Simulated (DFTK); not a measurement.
Here is a DFTK 0.8.2 calculation.

Contents of run.jl:

```julia
using DFTK
using PseudoPotentialData
using Unitful, UnitfulAtomic
using LinearAlgebra, Printf
include("save.jl")
disable_threading()

# lattice vectors are the columns
lattice = austrip(1u"Å") * [           0.0        1.89785        1.89785;
                  1.89785            0.0        1.89785;
                  1.89785        1.89785            0.0]
symbols   = [:Rh]
positions = [[0.0, 0.0, 0.0]]
pseudopotentials = PseudoFamily("dojo.nc.sr.pbesol.v0_4_1.standard.upf")
elements = Dict(s => ElementPsp(s, pseudopotentials) for s in unique(symbols))
atoms    = [elements[s] for s in symbols]

build_model(lattice, positions; symmetries=true) =
    model_DFT(lattice, atoms, positions;
              functionals=PBEsol(),
              temperature=austrip(0.05u"eV"),
              smearing=Smearing.FermiDirac(),
              symmetries)
Ecut  = 44.0  # hartree
kgrid = [12, 12, 12]
tol   = 1e-6
to_GPa = ustrip(uconvert(u"GPa", 1u"hartree/bohr^3"))

results["points"] = []
for scale in [0.94, 0.96, 0.98, 1.0, 1.02, 1.04, 1.06]
    println("\n=== scale = ", scale)
    model = build_model(cbrt(scale) * lattice, positions)
    basis = PlaneWaveBasis(model; Ecut, kgrid)
    t0 = time()
    scfres = self_consistent_field(basis;
                                   tol,
                                   nbandsalg=AdaptiveBands(model; n_bands_converge=13))
    seconds = time() - t0
    @printf "SCF: %d iterations, %.1f s\n" scfres.n_iter seconds
    forces = compute_forces_cart(scfres)
    stress = compute_stresses_cart(scfres)
    @printf "V = %.5f Å^3  F = %.8f Ha  max force = %.5f eV/Å  p = %.4f GPa\n" ustrip(auconvert(u"Å^3", model.unit_cell_volume)) scfres.energies.total ustrip(auconvert(u"eV/Å", maximum(norm, forces))) (-tr(stress) / 3 * to_GPa)
    push!(results["points"], save_scf!(scfres; forces, stress, d=Dict{String,Any}("seconds" => seconds, "n_matvec" => get(scfres, :n_matvec, 0))))
end

# third-order Birch-Murnaghan fit in x = V^(-2/3)
V = [0.94, 0.96, 0.98, 1.0, 1.02, 1.04, 1.06] * abs(det(lattice))
E = [p["total"] for p in results["points"]]
x = V .^ (-2 / 3)
c = [x .^ 0 x x .^ 2 x .^ 3] \ E
Δ = c[3]^2 - 3c[2] * c[4]
if Δ > 0
    x0 = (-c[3] + sqrt(Δ)) / 3c[4]
    B0 = 4 / 9 * x0^(7 / 2) * (2c[3] + 6c[4] * x0)
    @printf "V0 = %.4f Å^3  B0 = %.2f GPa\n" ustrip(auconvert(u"Å^3", x0^(-3 / 2))) B0 * to_GPa
end
```

Potentials or basis: dojo.nc.sr.pbesol.v0_4_1.standard.upf (PBEsol).

Launch:

```console
$ julia --threads=1 run.jl  # save.jl only writes the numbers to a file and isn't shown; printed stress counts tension as positive; times include loading and compiling
```

**Question.** Estimate the equilibrium volume.

**Answer.** 13.52 Å³/atom.

**Question.** What does it give for the pressure derivative of the bulk modulus?

**Answer.** 5.1.

Energy against volume, from the lowest point:
| volume (Å³/atom) | energy (meV/atom) |
| --- | --- |
| 12.851 | 32.72 |
| 13.125 | 10.23 |
| 13.398 | 0.00 |
| 13.671 | 0.59 |
| 13.945 | 10.74 |
| 14.218 | 29.32 |
| 14.492 | 55.35 |

**Measured values to compare with.**

“Thermal equation of state of rhodium characterized by XRD in a resistively heated diamond anvil cell”, 2024, pmc:11535440 quotes, for a bulk crystal of Rh: bulk modulus 264 ± 1 GPa.

Against the measured bulk modulus of Rh, 264 GPa (quoted in “Thermal equation of state of rhodium characterized by XRD in a resistively heated diamond anvil cell”, 2024, pmc:11535440), the calculated 297 GPa is off by +12.3 %. The fit is for a static lattice scaled at fixed shape and fixed fractional positions.
